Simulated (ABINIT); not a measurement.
Write the native input for ABINIT 10.8.3 (patched build) that does the following.

- Task: equation of state
- Functional: PBEsol
- Potentials or basis: JTH PAW PBE v2.0
- Cutoff: 517 eV
- k mesh: 10 × 10 × 10
- Occupations: fermi-dirac, width 0.05 eV
- Spin: no spin polarisation
- Fine-grid cutoff: 1034.03 eV

Crystal: WC.

```xyz
2
Lattice="0.0000 2.1927 2.1927 2.1927 0.0000 2.1927 2.1927 2.1927 0.0000" Properties=species:S:1:pos:R:3 pbc="T T T"
W     0.0000    0.0000    0.0000
C     2.1927    2.1927    2.1927
```

Measurements of this composition are mostly on another form, of space group No. 187.

These files were run (other wordings do the same):

run.abi

```
ndtset 7
getwfk -1
scalecart1 3*0.9795861087
scalecart2 3*0.9864848297
scalecart3 3*0.9932883884
scalecart4 3*1.0000000000
scalecart5 3*1.0066227096
scalecart6 3*1.0131594038
scalecart7 3*1.0196128224

pp_dirpath "./"
pseudos "W.GGA_PBE-JTH.xml, C.GGA_PBE-JTH.xml"

acell 3*1.0
rprim
     0.0000000000     4.1435722378     4.1435722378
     4.1435722378     0.0000000000     4.1435722378
     4.1435722378     4.1435722378     0.0000000000
ntypat 2
znucl 74 6
natom 2
typat 1 2
xred
     0.0000000000     0.0000000000     0.0000000000
     0.5000000000     0.5000000000     0.5000000000

ecut 19.0
pawecutdg 38.0
pawxcdev 0

kptopt 1
ngkpt 10 10 10
nshiftk 1
shiftk 0.0 0.0 0.0

ixc -116133

nband 13
occopt 3
tsmear 0.00183747

nstep 100
tolvrs 1.0e-9

iomode 3
prtwf 1
prtden 0
prteig 0
prtebands 0
enunit 1
```

Potentials or basis: JTH PAW PBE v2.0.

The run is started by

```console
$ abinit run.abi > log 2>&1
```

It gave:

The equilibrium volume is 10.29 Å³/atom. The bulk modulus is 386 GPa. The pressure derivative of the bulk modulus is 4.1.

Caveat: pressures at fixed basis lie under the slope of the energies; the highest band is partly filled, so the run has too few bands; the PAW data sets were made with another functional, which shifts forces and pressure a little.

It took 91 s on 1 thread of Arm Neoverse V2, on a shared host, peak memory 0.14 GiB.
